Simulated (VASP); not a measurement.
# Lattice of VN across functionals and dispersion corrections

How close do the usual functionals, with and without dispersion, come to the cell of VN? The levels: PBE, LDA and PBE + D3(BJ). The start is a cell from a database of measured crystal structures.

Method: PBE, spin-polarised from a ferromagnetic start (one magnetic atom a cell); plane waves and PAW (V_sv, N), in the first sound run; inputs show where later runs differ, in VASP 6.6.1.

Report form: the programs' logs are mostly left out.

## Step 1: Set-up

Before any relaxation, the start is as follows. The structure is cubic, space group Fm-3m (No. 225). The conventional cell has a = 4.133 Å, b = 4.133 Å, c = 4.133 Å, α = 90.00°, β = 90.00°, γ = 90.00°. Nearest to V lie 6 N at 2.07 Å. Nearest to N lie 6 V at 2.07 Å. Farther neighbours and most contacts between anions are not listed.

Structure file:

```cif
data_structure
_symmetry_space_group_name_H-M 'Fm-3m'
_symmetry_Int_Tables_number 225
_cell_length_a 4.1328
_cell_length_b 4.1328
_cell_length_c 4.1328
_cell_angle_alpha 90.000
_cell_angle_beta 90.000
_cell_angle_gamma 90.000
_cell_volume 70.59
loop_
_atom_site_label
_atom_site_type_symbol
_atom_site_symmetry_multiplicity
_atom_site_Wyckoff_symbol
_atom_site_fract_x
_atom_site_fract_y
_atom_site_fract_z
_atom_site_occupancy
V1 V 4 b 0.50000 0.00000 0.00000 1
N1 N 4 a 0.00000 0.00000 0.00000 1
```

## Step 2: Relaxation with PBE

The start need not lie at this functional's minimum. ISIF = 3 frees volume, shape and positions, and EDIFFG sets the threshold on forces and stress at which the search stops. PBE, the usual starting point, adds the gradient of the density.

Input file INCAR:

```
SYSTEM = VN
PREC = Accurate
ENCUT = 560
EDIFF = 1E-06
NELM = 100
ISMEAR = -1
SIGMA = 0.05
LREAL = .FALSE.
ALGO = Normal
GGA = PE
NBANDS = 16
ISPIN = 2
MAGMOM = 2 0
LMAXMIX = 4
LORBIT = 11
LWAVE = .FALSE.
LCHARG = .FALSE.
KPAR = 2
IBRION = 2
NSW = 60
ISIF = 3
EDIFFG = -0.01
```

Input file POSCAR:

```
VN
1.0
    0.0000000000      2.0664000000      2.0664000000
    2.0664000000      0.0000000000      2.0664000000
    2.0664000000      2.0664000000      0.0000000000
V N
1 1
Direct
    0.5000000000      0.5000000000      0.5000000000
    0.0000000000      0.0000000000      0.0000000000
```

Input file KPOINTS:

```
Automatic mesh
0
Gamma
9 9 9
0 0 0
```

The projector-augmented-wave data sets are V_sv and N (PBE family, release 64).

The run is started by

```console
$ mpirun -np 2 vasp_std
```

Wall time 31 s (2 MPI ranks of AMD EPYC 7R43, shared host); peak memory 0.26 GiB; 61 s of CPU time.

The moments of the start collapse, so the state is non-magnetic; other starts or orders were not tried. The k-mesh is coarse for a metal. LASPH is off, so gradient terms of the non-spherical density inside the spheres are left out; for open d or f shells this can shift gaps and moments. The run keeps the 48 symmetry operations of its start, so it cannot find a distortion of lower symmetry.

Step by step:

```csv
step,energy less that of the first step (eV),largest force (eV/Å),pressure (GPa),volume (Å³)
1,0.0000,0.0000,-2.83,17.65
2,0.0019,0.0000,4.40,17.25
3,-0.0013,0.0000,0.04,17.49
```

```csv
"conventional cell, symmetrised",before,after,change
a (Å),4.133,4.121,-0.3 %
b (Å),4.133,4.121,-0.3 %
c (Å),4.133,4.121,-0.3 %
volume (Å³/atom),8.82,8.75,-0.9 %
```

Final coordinates:

```xyz
2
Lattice="0.0000 2.0604 2.0604 2.0604 0.0000 2.0604 2.0604 2.0604 0.0000" Properties=species:S:1:pos:R:3 pbc="T T T"
V     2.0604    2.0604    2.0604
N     0.0000    0.0000    0.0000
```

This step gave:

```
electrons                                         : 18
bands                                             : 16
irreducible k-points                              : 35
symmetry operations                               : 48
free energy (TOTEN)                               : -19.30 eV
energy at zero smearing                           : -19.29 eV
Fermi energy                                      : 11.91 eV
pressure                                          : 0.04169 GPa
moment of the cell, from the last line of the log : 0.0348 μB
metallic                                          : yes
SCF cycles over all ionic steps                   : 28
```

Spin moment in the PAW sphere by atom:

```csv
atom,spin moment in the PAW sphere (μB)
V1,0.0330
N2,0.0000
```

It ends with forces that vanish by symmetry and a pressure of 0.04 GPa. The volume lies -0.9 % from that of the database's start, which holds the thermal and zero-point expansion of its experiment. The conventional cell has a = 4.121 Å.

## Step 3: Relaxation with LDA

This step: LDA, spin-polarised from a ferromagnetic start (one magnetic atom a cell); plane waves and PAW (V_sv, N) (VASP 6.6.1).

LDA, the lowest rung, knows the local density alone.

Changes to INCAR since step 2:

```diff
@@ -9,3 +9,3 @@
 ALGO = Normal
-GGA = PE
+GGA = CA
 NBANDS = 16
```

POSCAR is that of step 2.

KPOINTS is that of step 2.

The run is started by

```console
$ mpirun -np 2 vasp_std
```

The job ended after 40 s (2 MPI ranks; peak memory 0.23 GiB).

The PAW data sets were made with PBE, though LDA sets exist; this is a small mismatch.

Step by step:

```csv
step,energy less that of the first step (eV),largest force (eV/Å),pressure (GPa),volume (Å³)
1,0.0000,0.0000,-20.10,17.65
2,0.1394,0.0000,46.20,14.97
3,-0.0713,0.0000,-0.73,16.60
4,-0.0714,0.0000,-0.05,16.57
```

```csv
"conventional cell, symmetrised",before,after,change
a (Å),4.133,4.047,-2.1 %
b (Å),4.133,4.047,-2.1 %
c (Å),4.133,4.047,-2.1 %
volume (Å³/atom),8.82,8.29,-6.1 %
```

The relaxed structure:

```
V N
1.0
     0.00000    2.02349    2.02349
     2.02349    0.00000    2.02349
     2.02349    2.02349    0.00000
V N
1 1
Direct
  0.50000 0.50000 0.50000
  0.00000 0.00000 0.00000
```

Numbers from this step:

```yaml
free_energy_toten: -21.56 eV
energy_at_zero_smearing: -21.55 eV
fermi_energy: 12.38 eV
pressure: -0.05128 GPa
scf_cycles_over_all_ionic_steps: 38
```

The spin moment in the PAW sphere vanishes on all atoms.

It ends at 8.285 Å³/atom, -6.1 % from the start, with -0.05 GPa left. The conventional cell has a = 4.047 Å.

## Step 4: Relaxation with PBE + D3(BJ)

This step: PBE with D3(BJ), spin-polarised from a ferromagnetic start (one magnetic atom a cell); plane waves and PAW (V_sv, N) (VASP 6.6.1).

A dispersion term adds the long-range attraction that semilocal functionals lack. D3 with Becke-Johnson damping keeps a finite attraction at short range.

Changes to INCAR since step 3:

```diff
@@ -9,3 +9,4 @@
 ALGO = Normal
-GGA = CA
+GGA = PE
+IVDW = 12
 NBANDS = 16
```

POSCAR is that of step 3.

KPOINTS is that of step 3.

The run is started by

```console
$ mpirun -np 2 vasp_std
```

It took 64 s on 2 MPI ranks; peak memory 0.27 GiB; 2.1 min of CPU time.

The steps of the relaxation:

```csv
step,energy less that of the first step (eV),largest force (eV/Å),pressure (GPa),volume (Å³)
1,0.0000,0.0000,-11.43,17.65
2,0.0343,0.0000,21.08,16.09
3,-0.0233,0.0000,-0.41,17.02
4,-0.0233,0.0000,0.12,17.00
```

```csv
"conventional cell, symmetrised",before,after,change
a (Å),4.133,4.082,-1.2 %
b (Å),4.133,4.082,-1.2 %
c (Å),4.133,4.082,-1.2 %
volume (Å³/atom),8.82,8.50,-3.7 %
```

The relaxed structure:

```xyz
2
Lattice="0.0000 2.0408 2.0408 2.0408 0.0000 2.0408 2.0408 2.0408 0.0000" Properties=species:S:1:pos:R:3 pbc="T T T"
V     2.0408    2.0408    2.0408
N     0.0000    0.0000    0.0000
```

It ends at 8.500 Å³/atom, -3.7 % from the start, with 0.12 GPa left. The conventional cell has a = 4.082 Å. Against plain PBE, the dispersion term moves a by -0.9 %.

## Step 5: The cells as a table

This step: relaxed cells at several levels; plane waves and PAW (VASP 6.6.1).

This step runs nothing: it gathers the runs above.

Lengths are those of the conventional cell; cost is the wall time of each run, as given at its step, times its ranks, without the set-up around it. Results by level, by row:

```csv
level,volume (Å³/atom),change from the start (%),a (Å),largest site moment (μB),cost (core minutes)
PBE,8.75,-0.9,4.121,0.033,1.03
LDA,8.29,-6.1,4.047,0,1.33
PBE + D3(BJ),8.5,-3.7,4.082,0.002,2.13
```

## Step 6: What came out

```yaml
volume_pbe: 8.746 Å³/atom
volume_lda: 8.285 Å³/atom
volume_pbe_d3_bj: 8.500 Å³/atom
```

**Reading.** For VN the levels give volumes between 8.285 Å³/atom (LDA) and 8.746 Å³/atom (PBE), a spread of 5.6 %, while the cost of the finished runs spans a factor of 2.1. Against the volume of the start, a cell from experiment, PBE comes nearest (-0.9 %) and LDA lies farthest (-6.1 %); thermal expansion is in that cell alone. Within 2 % of it: PBE. The costs hold the number of ionic steps as well as the price of the functional. All runs lost the moments they were started with, so they describe a non-magnetic state; an order that doesn't fit this cell would change the volume. Adding D3(BJ) to PBE changes the volume by -2.8 % (a by -0.9 %). Within 0.02 Å all end in space group Fm-3m; the runs can't lower the symmetry of the start. The k-sampling is coarse for a metal, so the Fermi level, moments, pressures and the shape of the cell carry errors. Only the typed magnetic starts were tried, so the magnetic ground state may differ and with it the other results. Each is a single relaxation on the plane waves of the start cell, so larger changes of volume carry a basis-set error that was not tested here. Zero-point and thermal expansion are not included.

[Lines on the potential files, build, host, timing and source positions are cut from VASP's logs without a mark.]

[Logs are printed without paths, hosts, clocks, repeated set-up lines and the standing remarks that a program may print on its own settings, such as how far it seeks lower states.]

[Hosts, paths, dates, database ids (printed as entryN), source tags and the programs' standing remarks are cut or masked in the printed files.]

[A measured line is paired with the nearest computed mode of its activity, which favours agreement.]

[In band tables of VASP the shares of atoms and orbitals are scaled to a sum of 1 inside the atoms' spheres.]
